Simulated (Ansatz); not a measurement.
The system is SnO2.

```
Sn O
1.0
    -3.24890    3.41447    3.41402
     3.24890   -3.41447    3.41402
     3.24890    3.41447   -3.41402
Sn O
4 8
Cartesian
  -1.6244 1.7072 1.7070
  1.6244 1.7072 1.7070
  3.2489 -1.7072 1.7316
  0.0000 5.1217 1.6824
  1.6068 1.7072 3.7998
  -1.6068 1.7072 3.7998
  0.0000 0.3858 1.6793
  0.0000 3.0287 1.6793
  3.2489 0.3858 1.7347
  4.8557 1.7072 -0.3858
  3.2489 3.0287 1.7347
  1.6421 1.7072 -0.3858
```

The cell is a database's computed one.

Program: Ansatz 0.2.0. Alike in all runs: potentials or basis Ansatz PAW; no spin polarisation; cell as given; smearing fermi-dirac 0.05 eV.

Q: Order these runs on this cell by their band gap on the k mesh, lowest first.
A. level RPBE; k mesh 5 × 5 × 5; cutoff (eV) 420; points for each segment of the path 10
B. level PBEsol; k mesh 5 × 5 × 5; cutoff (eV) 420; points for each segment of the path 10
C. level r2SCAN; k mesh 5 × 5 × 5; cutoff (eV) 500; points for each segment of the path 10
D. level HSE06; k mesh 4 × 4 × 4; cutoff (eV) 420

A: B (0.53 eV), A (0.72 eV), C (1.27 eV), D (2.32 eV).

Caveats: spin-orbit coupling is left out, which moves the levels of the heavy elements.

A k mesh can miss the band edges.

Not every run made on this cell is shown here.
